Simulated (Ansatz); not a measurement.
Y: levels along high-symmetry lines

```yaml
crystal:
  lattice:
    - [0.00000, 2.48500, 2.48500]
    - [2.48500, 0.00000, 2.48500]
    - [2.48500, 2.48500, 0.00000]
  atoms:
    - { symbol: Y, position: [0.00000, 0.00000, 0.00000] }
```

The cell is COD entry 1534898, as deposited and not checked against the literature; nothing was relaxed.

Level of theory: DFT, PBE, all-electron LAPW, scalar-relativistic (Ansatz 0.2.0).

Settings: a Γ-centred 13×13×13 k mesh, Fermi–Dirac smearing of 0.05 eV, basis error target 1 meV/atom, no spin polarisation.

Points in fractions of the reciprocal vectors of this cell: Γ (0, 0, 0), X (0.5, 0, 0.5), U (0.625, 0.25, 0.625), K (0.375, 0.375, 0.75), L (0.5, 0.5, 0.5), W (0.5, 0.25, 0.75). The path joins them by straight lines in the order Γ–X–U–K–Γ–L–W–X; legs that retrace an earlier one aren't tabulated. Energies are in eV from the Fermi level.

Metal or insulator at this level of theory?

No gap opens: metallic or semimetallic.

Tabulate bands 7 to 13, counted from the lowest band of the run, along the path.


```json
{"k (1/Å)": "0.00", "point": "Γ", "band 7": "-22.16", "band 8": "-22.16", "band 9": "-22.16", "band 10": "-4.79", "band 11": "1.85", "band 12": "1.85", "band 13": "1.85"}
{"k (1/Å)": "0.32", "point": "", "band 7": "-22.27", "band 8": "-22.20", "band 9": "-22.20", "band 10": "-4.25", "band 11": "1.23", "band 12": "2.17", "band 13": "2.17"}
{"k (1/Å)": "0.63", "point": "", "band 7": "-22.50", "band 8": "-22.29", "band 9": "-22.29", "band 10": "-2.92", "band 11": "0.13", "band 12": "1.84", "band 13": "3.11"}
{"k (1/Å)": "0.95", "point": "", "band 7": "-22.72", "band 8": "-22.37", "band 9": "-22.37", "band 10": "-1.93", "band 11": "-0.69", "band 12": "1.63", "band 13": "4.64"}
{"k (1/Å)": "1.26", "point": "X", "band 7": "-22.81", "band 8": "-22.41", "band 9": "-22.41", "band 10": "-1.87", "band 11": "-0.98", "band 12": "2.34", "band 13": "5.59"}
{"k (1/Å)": "1.38", "point": "", "band 7": "-22.80", "band 8": "-22.42", "band 9": "-22.40", "band 10": "-1.81", "band 11": "-0.94", "band 12": "2.22", "band 13": "5.35"}
{"k (1/Å)": "1.49", "point": "", "band 7": "-22.78", "band 8": "-22.45", "band 9": "-22.39", "band 10": "-1.65", "band 11": "-0.82", "band 12": "1.92", "band 13": "4.85"}
{"k (1/Å)": "1.60", "point": "", "band 7": "-22.74", "band 8": "-22.50", "band 9": "-22.38", "band 10": "-1.39", "band 11": "-0.65", "band 12": "1.54", "band 13": "4.30"}
{"k (1/Å)": "1.71", "point": "U", "band 7": "-22.70", "band 8": "-22.56", "band 9": "-22.36", "band 10": "-1.07", "band 11": "-0.51", "band 12": "1.17", "band 13": "3.79"}
{"k (1/Å)": "1.90", "point": "", "band 7": "-22.67", "band 8": "-22.57", "band 9": "-22.36", "band 10": "-0.82", "band 11": "-0.37", "band 12": "0.82", "band 13": "3.27"}
{"k (1/Å)": "2.10", "point": "", "band 7": "-22.67", "band 8": "-22.56", "band 9": "-22.37", "band 10": "-0.64", "band 11": "-0.17", "band 12": "0.46", "band 13": "2.95"}
{"k (1/Å)": "2.29", "point": "", "band 7": "-22.67", "band 8": "-22.57", "band 9": "-22.36", "band 10": "-0.82", "band 11": "-0.37", "band 12": "0.82", "band 13": "3.27"}
{"k (1/Å)": "2.49", "point": "K", "band 7": "-22.70", "band 8": "-22.56", "band 9": "-22.36", "band 10": "-1.07", "band 11": "-0.51", "band 12": "1.17", "band 13": "3.79"}
{"k (1/Å)": "2.82", "point": "", "band 7": "-22.67", "band 8": "-22.52", "band 9": "-22.28", "band 10": "-1.04", "band 11": "0.16", "band 12": "0.42", "band 13": "2.82"}
{"k (1/Å)": "3.16", "point": "", "band 7": "-22.56", "band 8": "-22.33", "band 9": "-22.21", "band 10": "-2.70", "band 11": "0.48", "band 12": "1.51", "band 13": "2.78"}
{"k (1/Å)": "3.49", "point": "", "band 7": "-22.30", "band 8": "-22.21", "band 9": "-22.17", "band 10": "-4.19", "band 11": "1.25", "band 12": "2.07", "band 13": "2.14"}
{"k (1/Å)": "3.83", "point": "Γ", "band 7": "-22.16", "band 8": "-22.16", "band 9": "-22.16", "band 10": "-4.79", "band 11": "1.85", "band 12": "1.85", "band 13": "1.85"}
{"k (1/Å)": "4.10", "point": "", "band 7": "-22.27", "band 8": "-22.18", "band 9": "-22.18", "band 10": "-4.39", "band 11": "1.43", "band 12": "2.03", "band 13": "2.03"}
{"k (1/Å)": "4.37", "point": "", "band 7": "-22.52", "band 8": "-22.21", "band 9": "-22.21", "band 10": "-3.36", "band 11": "0.74", "band 12": "2.12", "band 13": "2.12"}
{"k (1/Å)": "4.65", "point": "", "band 7": "-22.76", "band 8": "-22.24", "band 9": "-22.24", "band 10": "-2.35", "band 11": "0.56", "band 12": "1.82", "band 13": "1.82"}
{"k (1/Å)": "4.92", "point": "L", "band 7": "-22.85", "band 8": "-22.25", "band 9": "-22.25", "band 10": "-2.03", "band 11": "0.79", "band 12": "1.67", "band 13": "1.67"}
{"k (1/Å)": "5.14", "point": "", "band 7": "-22.83", "band 8": "-22.31", "band 9": "-22.27", "band 10": "-1.75", "band 11": "0.47", "band 12": "1.44", "band 13": "1.91"}
{"k (1/Å)": "5.37", "point": "", "band 7": "-22.76", "band 8": "-22.44", "band 9": "-22.31", "band 10": "-1.04", "band 11": "-0.15", "band 12": "0.91", "band 13": "2.55"}
{"k (1/Å)": "5.59", "point": "", "band 7": "-22.67", "band 8": "-22.56", "band 9": "-22.37", "band 10": "-0.64", "band 11": "-0.17", "band 12": "0.46", "band 13": "2.95"}
{"k (1/Å)": "5.82", "point": "W", "band 7": "-22.61", "band 8": "-22.61", "band 9": "-22.42", "band 10": "-0.82", "band 11": "0.29", "band 12": "0.29", "band 13": "2.78"}
{"k (1/Å)": "5.97", "point": "", "band 7": "-22.69", "band 8": "-22.53", "band 9": "-22.42", "band 10": "-1.03", "band 11": "-0.24", "band 12": "0.91", "band 13": "3.18"}
{"k (1/Å)": "6.13", "point": "", "band 7": "-22.75", "band 8": "-22.47", "band 9": "-22.41", "band 10": "-1.44", "band 11": "-0.64", "band 12": "1.55", "band 13": "4.11"}
{"k (1/Å)": "6.29", "point": "", "band 7": "-22.79", "band 8": "-22.42", "band 9": "-22.41", "band 10": "-1.76", "band 11": "-0.89", "band 12": "2.11", "band 13": "5.11"}
{"k (1/Å)": "6.45", "point": "X", "band 7": "-22.81", "band 8": "-22.41", "band 9": "-22.41", "band 10": "-1.87", "band 11": "-0.98", "band 12": "2.34", "band 13": "5.59"}
```
